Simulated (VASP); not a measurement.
# Ga (P2_1/m) in VASP: notebook

One crystal, Ga, is run at these levels: r2SCAN; tasks: single point.

All numbers are computed with VASP 6.6.1; they aren't measurements. Logs are shortened: lines on timing, memory, paths and dates and some standing lists are left out, and cuts for length are marked.

### Step 1. Starting point

The structure is monoclinic, space group P2_1/m (No. 11). Conventional cell: a = 2.778 Å, b = 3.282 Å, c = 4.210 Å, α = 90.00°, β = 108.61°, γ = 90.00°. Ga (site symmetry m) has 8 Ga at 2.71 to 2.84 Å as nearest neighbours.

This isn't the form of Ga at room conditions, which is orthorhombic.

### Step 2. Single point, r2SCAN

The input, INCAR:

```
SYSTEM = Ga
PREC = Accurate ; ENCUT = 350
EDIFF = 1E-6 ; ISMEAR = -1
SIGMA = 0.2 ; LREAL = .FALSE.
LASPH = .TRUE. ; NELM = 100
ALGO = Normal ; ISIF = 2
LWAVE = .FALSE. ; LCHARG = .FALSE.
METAGGA = R2SCAN ; LMIXTAU = .TRUE.
ADDGRID = .FALSE.
```

The input, KPOINTS:

```
Automatic mesh
0
G
  4 4 3
  0 0 0
```

The input, POSCAR:

```
Ga
1.0
    2.7784220849      0.0000000000      0.0000000000
    0.0000000000      3.2816087900      0.0000000000
   -1.3434310986      0.0000000000      3.9902731763
Ga
2
Direct
    0.1345962700      0.7500000000      0.7701668300
    0.8654037300      0.2500000000      0.2298331700
```

Potentials or basis: VASP PAW PBE potentials, release 64 (Ga_d).

On the command line:

```
> cat potpaw_PBE.64/Ga_d/POTCAR > POTCAR
> mpirun -np 1 vasp_std > vasp.out
```

OUTCAR:

```text
SYSTEM = Ga
   PREC = Accurate
   ENCUT = 350
   EDIFF = 1E-6
   ISMEAR = -1
   LREAL = .FALSE.
   LASPH = .TRUE.
   NELM = 100
   ISIF = 2
   METAGGA = R2SCAN

 Found     21 irreducible k-points:

 Following reciprocal coordinates:
            Coordinates               Weight
  0.000000  0.000000  0.000000      1.000000
  0.250000  0.000000 -0.000000      2.000000
  0.500000  0.000000 -0.000000      1.000000
  0.000000  0.250000  0.000000      2.000000
  0.250000  0.250000 -0.000000      4.000000
  0.500000  0.250000 -0.000000      2.000000
   k-points           NKPTS =     21   k-points in BZ     NKDIM =     21   number of bands    NBANDS=     17
   number of dos      NEDOS =    301   number of ions     NIONS =      2
   total plane-waves  NPLWV =  10080
   dimension x,y,z NGX =    18 NGY =   20 NGZ =   28
   dimension x,y,z NGXF=    36 NGYF=   40 NGZF=   56
   ions per type =               2
   NGX,Y,Z   is equivalent  to a cutoff of  10.77, 10.13, 11.06 a.u.
   NGXF,Y,Z  is equivalent  to a cutoff of  21.54, 20.26, 22.11 a.u.
 SYSTEM =  Ga
   PREC   = accura    normal or accurate (medium, high low for compatibility)
   ISTART =      0    job   : 0-new  1-cont  2-samecut
   ICHARG =      2    charge: 1-file 2-atom 10-const
   ISPIN  =      1    spin polarized calculation?
   LNONCOLLINEAR =      F non collinear calculations
   LSORBIT =      F    spin-orbit coupling
   LASPH  =      T    aspherical Exc in radial PAW
   ENCUT  =  350.0 eV  25.72 Ry    5.07 a.u.   4.24  5.01  6.42*2*pi/ulx,y,z
   NELM   =    100;   NELMIN=  2; NELMDL= -5     # of ELM steps
   EDIFF  = 0.1E-05   stopping-criterion for ELM
   LREAL  =      F    real-space projection
   EDIFFG = 0.1E-04   stopping-criterion for IOM
   NSW    =      0    number of steps for IOM
   IBRION =     -1    ionic relax: 0-MD 1-quasi-New 2-CG
   NFREE  =      0    steps in history (QN), initial steepest desc. (CG)
   ISIF   =      2    stress and relaxation
   ISYM   =      2    0-nonsym 1-usesym 2-fastsym
   POTIM  = 0.5000    time-step for ionic-motion
   TEBEG  =    0.0;   TEEND  =   0.0 temperature during run
   PSTRESS=    0.0 pullay stress
   NELECT =      26.0000    total number of electrons
   NUPDOWN=      -1.0000    fix difference up-down
   EMIN   =  10.00;   EMAX   =-10.00  energy-range for DOS
   EFERMI =   0.00;   METHOD = LEGACY
   ISMEAR =    -1;   SIGMA  =   0.20  broadening in eV -4-tet -1-fermi 0-gaus
   EFERMI_NEDOS =   21; number of points for ismear=-14 and -15
   IALGO  =     38    algorithm
   IMIX   =      4    mixing-type and parameters
     AMIX     =   0.40;   BMIX     =  1.00
     AMIX_MAG =   1.60;   BMIX_MAG =  1.00
  volume/ion in A,a.u.               =      18.19       122.76
  Fermi-wavevector in a.u.,A,eV,Ry     =   1.463648  2.765894 29.147302  2.142266
  Thomas-Fermi vector in A             =   2.579718
   LORBIT       =      0    0 simple, 1 ext, 2 COOP (PROOUT), +10 PAW based schemes
   METAGGA = R2SCAN    functional components
   LHFCALC =     F    Hartree Fock is set to
   AEXX    =    0.0000 exact exchange contribution
   IVDW    =     0    specifies the selected vdW correction
   LEPSILON=     F    determine dielectric tensor
   LRPA    =     F    only Hartree local field effects (RPA)
 non-spin polarized calculation
  energy-cutoff  :      350.00
  volume of cell :       36.38
 maximum number of plane-waves:       556
 NGX is ok and might be reduce to    18
   NGX =  9   NGY = 11   NGZ = 13

 number of electron      26.0000001 magnetization

 Free energy of the ion-electron system (eV)
  ---------------------------------------------------
  ext. energy  EPLUGINS =         0.00000000
  ---------------------------------------------------
  free energy    TOTEN  =       -22.81864884 eV

  energy without entropy =      -22.74988886  energy(sigma->0) =      -22.78426885

 E-fermi :   6.0236     XC(G=0): -12.2609

 val. band max:        5.9702512911   @ k =   0.2500   0.0000   0.3333
 cond. band min:       6.1242318336   @ k =   0.5000   0.0000  -0.0000
 fundamental gap:      0.1539805424
 Fermi energy:         6.0236147848

 k-point     1 :       0.0000    0.0000    0.0000
  band No.  band energies     occupation
      1      -9.9831      2.00000
      2      -9.9699      2.00000
      3      -9.9147      2.00000
      4      -9.9089      2.00000
      5      -9.6350      2.00000
      6      -9.6333      2.00000
[... 9 lines left out ...]
     16      15.4653      0.00000
     17      16.6128      0.00000

 k-point     2 :       0.2500    0.0000   -0.0000
  band No.  band energies     occupation
      1      -9.9323      2.00000
      2      -9.9072      2.00000
      3      -9.8211      2.00000
      4      -9.7615      2.00000
      5      -9.7302      2.00000
      6      -9.6610      2.00000
[... 9 lines left out ...]
     16      10.4383      0.00000
     17      13.1371      0.00000

 k-point     3 :       0.5000    0.0000   -0.0000
  band No.  band energies     occupation
      1      -9.9052      2.00000
      2      -9.9039      2.00000
      3      -9.8371      2.00000
      4      -9.8081      2.00000
      5      -9.7785      2.00000
      6      -9.6492      2.00000
[... 9 lines left out ...]
     16      12.6833      0.00000
     17      14.9079      0.00000

 k-point     4 :       0.0000    0.2500    0.0000
  band No.  band energies     occupation
      1     -10.0050      2.00000
      2      -9.9180      2.00000
      3      -9.8836      2.00000
      4      -9.8190      2.00000
      5      -9.7025      2.00000
      6      -9.6987      2.00000
[... 9 lines left out ...]
     16      12.7896      0.00000
     17      16.2886      0.00000

 k-point     5 :       0.2500    0.2500   -0.0000
  band No.  band energies     occupation
      1      -9.9449      2.00000
      2      -9.8397      2.00000
      3      -9.8217      2.00000
      4      -9.7911      2.00000
      5      -9.7445      2.00000
      6      -9.6755      2.00000
[... 9 lines left out ...]
     16      10.7942      0.00000
     17      11.9616      0.00000

 k-point     6 :       0.5000    0.2500   -0.0000
  band No.  band energies     occupation
      1      -9.9756      2.00000
      2      -9.8916      2.00000
      3      -9.8100      2.00000
      4      -9.7992      2.00000
      5      -9.7634      2.00000
      6      -9.6575      2.00000
[... 9 lines left out ...]
     16       8.9007      0.00000
     17      13.5431      0.00000

 [... further k-points ...]

------------------------ aborting loop because EDIFF is reached ----------------------------------------

  FORCE on cell =-STRESS in cart. coord.  units (eV):
  Direction    XX          YY          ZZ          XY          YZ          ZX
  --------------------------------------------------------------------------------------
  -------------------------------------------------------------------------------------
  Total       -2.0714880      0.8592817      0.6521773      0.0000000      0.0000000     -0.0868850
  in kB      -91.2232075     37.8406430     28.7202741      0.0000000      0.0000000     -3.8262005
  external PRESSURE =      -8.2207635 kB  Pullay stress =       0.0000000 kB

 VOLUME and BASIS-vectors are now :
 -----------------------------------------------------------------------------
  energy-cutoff  :      350.00
  volume of cell :       36.38
      direct lattice vectors                 reciprocal lattice vectors
     2.778422085  0.000000000  0.000000000     0.359916517  0.000000000  0.121175424
     0.000000000  3.281608790  0.000000000     0.000000000  0.304728584  0.000000000
    -1.343431099  0.000000000  3.990273176     0.000000000  0.000000000  0.250609408

 POSITION                                       TOTAL-FORCE (eV/Angst)
 -----------------------------------------------------------------------------------
     -0.66070      2.46121      3.07318        -0.035422      0.000000      0.106493
      2.09569      0.82040      0.91710         0.035422      0.000000     -0.106493
 -----------------------------------------------------------------------------------
    total drift:                               -0.000000     -0.000000      0.000000

  FREE ENERGIE OF THE ION-ELECTRON SYSTEM (eV)
  ---------------------------------------------------
  free  energy   TOTEN  =       -22.8186488358 eV

  energy  without entropy=      -22.7498888640  energy(sigma->0) =      -22.78426885
```

Run time: 19 s. Hardware: 1 thread of Intel Xeon 6975P-C (Granite Rapids), shared host; peak memory 0.13 GiB.

The run converged, but some of its settings lie outside the range that counts as converged, so its numbers aren't taken as properties of the crystal.

What came out:

* Free energy: -22.8186 eV
* Pressure: -0.8 GPa
* Largest force: 0.112 eV/Å
* Band gap on the k mesh: none (metal or under the smearing width)

Caveat: the k mesh is coarse (spacing up to 0.60 Å⁻¹), so the values aren't converged; the cutoff is under 1.25 times the usual one of these potentials, so pressure, stress and relaxed cells hold a basis-set (Pulay) error; the PAW data sets were made with another functional, which shifts forces and pressure a little.

### Step 3. Single point, r2SCAN

Changes to INCAR since step 2:

```diff
@@ -1,3 +1,3 @@
 SYSTEM = Ga
-PREC = Accurate ; ENCUT = 350
+PREC = Accurate ; ENCUT = 400
 EDIFF = 1E-6 ; ISMEAR = -1
```

KPOINTS is that of step 2.

POSCAR is that of step 2.

Potentials or basis: VASP PAW PBE potentials, release 64 (Ga_d).

On the command line:

```
> cat potpaw_PBE.64/Ga_d/POTCAR > POTCAR
> mpirun -np 1 vasp_std > vasp.out
```

OUTCAR:

```text
SYSTEM = Ga
   PREC = Accurate
   ENCUT = 400
   EDIFF = 1E-6
   ISMEAR = -1
   LREAL = .FALSE.
   LASPH = .TRUE.
   NELM = 100
   ISIF = 2
   METAGGA = R2SCAN

 Found     21 irreducible k-points:

 Following reciprocal coordinates:
            Coordinates               Weight
  0.000000  0.000000  0.000000      1.000000
  0.250000  0.000000 -0.000000      2.000000
  0.500000  0.000000 -0.000000      1.000000
  0.000000  0.250000  0.000000      2.000000
  0.250000  0.250000 -0.000000      4.000000
  0.500000  0.250000 -0.000000      2.000000
   k-points           NKPTS =     21   k-points in BZ     NKDIM =     21   number of bands    NBANDS=     17
   number of dos      NEDOS =    301   number of ions     NIONS =      2
   total plane-waves  NPLWV =  12096
   dimension x,y,z NGX =    18 NGY =   24 NGZ =   28
   dimension x,y,z NGXF=    36 NGYF=   48 NGZF=   56
   ions per type =               2
   NGX,Y,Z   is equivalent  to a cutoff of  10.77, 12.16, 11.06 a.u.
   NGXF,Y,Z  is equivalent  to a cutoff of  21.54, 24.32, 22.11 a.u.
 SYSTEM =  Ga
   PREC   = accura    normal or accurate (medium, high low for compatibility)
   ISTART =      0    job   : 0-new  1-cont  2-samecut
   ICHARG =      2    charge: 1-file 2-atom 10-const
   ISPIN  =      1    spin polarized calculation?
   LNONCOLLINEAR =      F non collinear calculations
   LSORBIT =      F    spin-orbit coupling
   LASPH  =      T    aspherical Exc in radial PAW
   ENCUT  =  400.0 eV  29.40 Ry    5.42 a.u.   4.53  5.35  6.87*2*pi/ulx,y,z
   NELM   =    100;   NELMIN=  2; NELMDL= -5     # of ELM steps
   EDIFF  = 0.1E-05   stopping-criterion for ELM
   LREAL  =      F    real-space projection
   EDIFFG = 0.1E-04   stopping-criterion for IOM
   NSW    =      0    number of steps for IOM
   IBRION =     -1    ionic relax: 0-MD 1-quasi-New 2-CG
   NFREE  =      0    steps in history (QN), initial steepest desc. (CG)
   ISIF   =      2    stress and relaxation
   ISYM   =      2    0-nonsym 1-usesym 2-fastsym
   POTIM  = 0.5000    time-step for ionic-motion
   TEBEG  =    0.0;   TEEND  =   0.0 temperature during run
   PSTRESS=    0.0 pullay stress
   NELECT =      26.0000    total number of electrons
   NUPDOWN=      -1.0000    fix difference up-down
   EMIN   =  10.00;   EMAX   =-10.00  energy-range for DOS
   EFERMI =   0.00;   METHOD = LEGACY
   ISMEAR =    -1;   SIGMA  =   0.20  broadening in eV -4-tet -1-fermi 0-gaus
   EFERMI_NEDOS =   21; number of points for ismear=-14 and -15
   IALGO  =     38    algorithm
   IMIX   =      4    mixing-type and parameters
     AMIX     =   0.40;   BMIX     =  1.00
     AMIX_MAG =   1.60;   BMIX_MAG =  1.00
  volume/ion in A,a.u.               =      18.19       122.76
  Fermi-wavevector in a.u.,A,eV,Ry     =   1.463648  2.765894 29.147302  2.142266
  Thomas-Fermi vector in A             =   2.579718
   LORBIT       =      0    0 simple, 1 ext, 2 COOP (PROOUT), +10 PAW based schemes
   METAGGA = R2SCAN    functional components
   LHFCALC =     F    Hartree Fock is set to
   AEXX    =    0.0000 exact exchange contribution
   IVDW    =     0    specifies the selected vdW correction
   LEPSILON=     F    determine dielectric tensor
   LRPA    =     F    only Hartree local field effects (RPA)
 non-spin polarized calculation
  energy-cutoff  :      400.00
  volume of cell :       36.38
 maximum number of plane-waves:       674
   NGX =  9   NGY = 11   NGZ = 13

 number of electron      26.0000017 magnetization

 Free energy of the ion-electron system (eV)
  ---------------------------------------------------
  ext. energy  EPLUGINS =         0.00000000
  ---------------------------------------------------
  free energy    TOTEN  =       -22.81845114 eV

  energy without entropy =      -22.74971014  energy(sigma->0) =      -22.78408064

 E-fermi :   6.0236     XC(G=0): -12.2609

 val. band max:        5.9703844398   @ k =   0.2500   0.0000   0.3333
 cond. band min:       6.1245064783   @ k =   0.5000   0.0000  -0.0000
 fundamental gap:      0.1541220385
 Fermi energy:         6.0236499672

 k-point     1 :       0.0000    0.0000    0.0000
  band No.  band energies     occupation
      1      -9.9923      2.00000
      2      -9.9789      2.00000
      3      -9.9233      2.00000
      4      -9.9178      2.00000
      5      -9.6440      2.00000
      6      -9.6418      2.00000
[... 9 lines left out ...]
     16      15.4664      0.00000
     17      16.6183      0.00000

 k-point     2 :       0.2500    0.0000   -0.0000
  band No.  band energies     occupation
      1      -9.9412      2.00000
      2      -9.9162      2.00000
      3      -9.8302      2.00000
      4      -9.7703      2.00000
      5      -9.7388      2.00000
      6      -9.6697      2.00000
[... 9 lines left out ...]
     16      10.4388      0.00000
     17      13.1383      0.00000

 k-point     3 :       0.5000    0.0000   -0.0000
  band No.  band energies     occupation
      1      -9.9140      2.00000
      2      -9.9128      2.00000
      3      -9.8460      2.00000
      4      -9.8167      2.00000
      5      -9.7880      2.00000
      6      -9.6582      2.00000
[... 9 lines left out ...]
     16      12.6844      0.00000
     17      14.9069      0.00000

 k-point     4 :       0.0000    0.2500    0.0000
  band No.  band energies     occupation
      1     -10.0138      2.00000
      2      -9.9267      2.00000
      3      -9.8924      2.00000
      4      -9.8276      2.00000
      5      -9.7112      2.00000
      6      -9.7074      2.00000
[... 9 lines left out ...]
     16      12.7896      0.00000
     17      16.2897      0.00000

 k-point     5 :       0.2500    0.2500   -0.0000
  band No.  band energies     occupation
      1      -9.9538      2.00000
      2      -9.8484      2.00000
      3      -9.8303      2.00000
      4      -9.8000      2.00000
      5      -9.7536      2.00000
      6      -9.6844      2.00000
[... 9 lines left out ...]
     16      10.7947      0.00000
     17      11.9616      0.00000

 k-point     6 :       0.5000    0.2500   -0.0000
  band No.  band energies     occupation
      1      -9.9844      2.00000
      2      -9.9003      2.00000
      3      -9.8186      2.00000
      4      -9.8079      2.00000
      5      -9.7718      2.00000
      6      -9.6667      2.00000
[... 9 lines left out ...]
     16       8.9009      0.00000
     17      13.5437      0.00000

 [... further k-points ...]

------------------------ aborting loop because EDIFF is reached ----------------------------------------

  FORCE on cell =-STRESS in cart. coord.  units (eV):
  Direction    XX          YY          ZZ          XY          YZ          ZX
  --------------------------------------------------------------------------------------
  -------------------------------------------------------------------------------------
  Total       -2.1018103      0.7991237      0.6176869      0.0000000      0.0000000     -0.0874107
  in kB      -92.5585304     35.1914296     27.2014016      0.0000000      0.0000000     -3.8493516
  external PRESSURE =     -10.0552331 kB  Pullay stress =       0.0000000 kB

 VOLUME and BASIS-vectors are now :
 -----------------------------------------------------------------------------
  energy-cutoff  :      400.00
  volume of cell :       36.38
      direct lattice vectors                 reciprocal lattice vectors
     2.778422085  0.000000000  0.000000000     0.359916517  0.000000000  0.121175424
     0.000000000  3.281608790  0.000000000     0.000000000  0.304728584  0.000000000
    -1.343431099  0.000000000  3.990273176     0.000000000  0.000000000  0.250609408

 POSITION                                       TOTAL-FORCE (eV/Angst)
 -----------------------------------------------------------------------------------
     -0.66070      2.46121      3.07318        -0.047694     -0.000000      0.110920
      2.09569      0.82040      0.91710         0.047694      0.000000     -0.110920
 -----------------------------------------------------------------------------------
    total drift:                               -0.000000     -0.000000      0.000000

  FREE ENERGIE OF THE ION-ELECTRON SYSTEM (eV)
  ---------------------------------------------------
  free  energy   TOTEN  =       -22.8184511374 eV

  energy  without entropy=      -22.7497101392  energy(sigma->0) =      -22.78408064
```

It took 21 s on 1 thread of Intel Xeon 6975P-C (Granite Rapids), shared host; peak memory 0.14 GiB.

The run converged, but some of its settings lie outside the range that counts as converged, so its numbers aren't taken as properties of the crystal.

Results:

| Quantity | Value |
| --- | --- |
| Free energy | -22.8185 eV |
| Pressure | -1.0 GPa |
| Largest force | 0.121 eV/Å |
| Band gap on the k mesh | none (metal or under the smearing width) |

Caveat: the k mesh is coarse (spacing up to 0.60 Å⁻¹), so the values aren't converged; the PAW data sets were made with another functional, which shifts forces and pressure a little.

### Step 4. Single point, r2SCAN

Changes to INCAR since step 3:

```diff
@@ -1,3 +1,3 @@
 SYSTEM = Ga
-PREC = Accurate ; ENCUT = 400
+PREC = Accurate ; ENCUT = 500
 EDIFF = 1E-6 ; ISMEAR = -1
```

KPOINTS is that of step 3.

POSCAR is that of step 3.

On the command line:

```
> cat potpaw_PBE.64/Ga_d/POTCAR > POTCAR
> mpirun -np 1 vasp_std > vasp.out
```

It took 23 s on 1 thread of Intel Xeon 6975P-C (Granite Rapids), shared host; peak memory 0.14 GiB.

The run converged, but some of its settings lie outside the range that counts as converged, so its numbers aren't taken as properties of the crystal.

Results:

```yaml
Free_energy: -22.8208 eV
Pressure: -0.5 GPa
Largest_force: 0.125 eV/Å
Band_gap_on_the_k_mesh: none (metal or under the smearing width)
```

Caveat: the k mesh is coarse (spacing up to 0.60 Å⁻¹), so the values aren't converged; the PAW data sets were made with another functional, which shifts forces and pressure a little.

### Step 5. The reference run

An earlier run on the cell as given: functional PBE; potentials or basis VASP PAW PBE potentials, release 64 (Ga_d); cutoff 520 eV; k mesh 10 × 8 × 7; occupations fermi-dirac, width 0.05 eV; no spin polarisation.

- Pressure: 3.2 GPa
- Largest force: 0.087 eV/Å
- Band gap on the k mesh: none (metal or under the smearing width)
